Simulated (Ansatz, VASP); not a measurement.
This is a calculation of BeTe for VASP 6.6.1.

The input INCAR:

```
SYSTEM = BeTe
PREC = Accurate
ENCUT = 520
EDIFF = 1E-6
ISMEAR = 0
SIGMA = 0.020999999999999998
LREAL = .FALSE.
LASPH = .TRUE.
NELM = 60
ALGO = Normal
ISIF = 2
LWAVE = .FALSE.
LCHARG = .FALSE.
GGA = PE
```

KPOINTS

```
regular mesh
0
G
  8 8 8
  0 0 0
```

The input POSCAR:

```
BeTe
1.0
    0.0000000000      2.7700000000      2.7700000000
    2.7700000000      0.0000000000      2.7700000000
    2.7700000000      2.7700000000      0.0000000000
Te Be
1 1
Direct
    0.7500000000      0.7500000000      0.7500000000
    0.0000000000      0.0000000000      0.0000000000
```

Potentials or basis: VASP PAW PBE potentials, release 64 (Te, Be).

The run is started by

```console
$ cat potpaw_PBE.64/Te/POTCAR potpaw_PBE.64/Be/POTCAR > POTCAR
$ mpirun -np 1 vasp_std > vasp.out
```

Task: Set up the same calculation for Ansatz 0.2.0. Potentials there: Ansatz PAW.

Result: As run (the cutoff follows the program's own potentials):

input.yaml

```yaml
crystal:
  lattice:
    - [0.0, 2.77, 2.77]
    - [2.77, 0.0, 2.77]
    - [2.77, 2.77, 0.0]
  atoms:
    - { symbol: Te, position: [0.75, 0.75, 0.75] }
    - { symbol: Be, position: [0.0, 0.0, 0.0] }
hamiltonian:
  xc: pbe
  pseudopotentials: { kind: paw }
kpoints:
  mp_grid: { grid: [8, 8, 8] }
scf:
  occupations: { method: gaussian, width: 0.021 }
output:
  forces: true
  stress: true
  eigenvalues: true
```

Potentials or basis: Ansatz PAW.

The run is started by

```sh
$ ansatz run input.yaml --threads 2 --pin off --max-ram 5632MiB --backend cpu --events-out ev --progress --plain --runs-dir out
```

Both were run:

|  | VASP | Ansatz | Ansatz less VASP |
| --- | --- | --- | --- |
| gap on the k mesh at the Fermi level (eV) | 1.85 | 1.86 | +0.016 |
| least direct gap on the mesh (eV) | 3.56 | 3.59 | +0.022 |
| pressure (GPa) | 4.5 | 4.3 | -0.18 |

The two sets of potentials don't hold the same shells in valence.

Caveats: spin-orbit coupling is left out, which moves the levels of the heavy elements. A k mesh can miss the band edges.
